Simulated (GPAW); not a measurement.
# Cu: single point with PBE

Cu:

```
CELL_PARAMETERS angstrom
-1.45399 1.46431 1.37398
1.44871 -1.46799 1.37231
1.42515 1.43915 -1.37783
ATOMIC_POSITIONS crystal
Cu 0.00000 0.00000 0.00000
```

This isn't the form of Cu at room conditions, which is fcc.

The cell isn't the ideal one: cell sheared at random, sigma 0.01, atoms nudged by 0.01 Å.

```yaml
Program: GPAW 26.7.0
Task: single point
Functional: PBE
Potentials_or_basis: JTH PAW 2.0, PBE
Cutoff: 600 eV
Basis: pw
k_mesh: 13 × 13 × 13
Occupations: fermi-dirac, width 0.05 eV
Spin: no spin polarisation
```

```
Pressure               : 5.5 GPa
Band gap on the k mesh : none (metal or under the smearing width)
```

Stress tensor (GPa, compression positive):
```
5.03 2.60 0.46
2.60 5.81 0.35
0.46 0.35 5.59
```

Levels at points of the mesh, in eV from the Fermi level:
| k point | band 7 | band 8 | band 9 | band 10 | band 11 | band 12 | band 13 | band 14 |
| --- | --- | --- | --- | --- | --- | --- | --- | --- |
| (0.00, 0.00, 0.00) | -3.10 | -2.97 | -2.17 | -1.95 | 24.64 | 25.54 | 26.48 | 28.51 |

It took 100 s on 1 thread of Arm Neoverse V2 (shared host), peak memory 0.32 GiB.

Caveat: the program truncates these outside data sets.
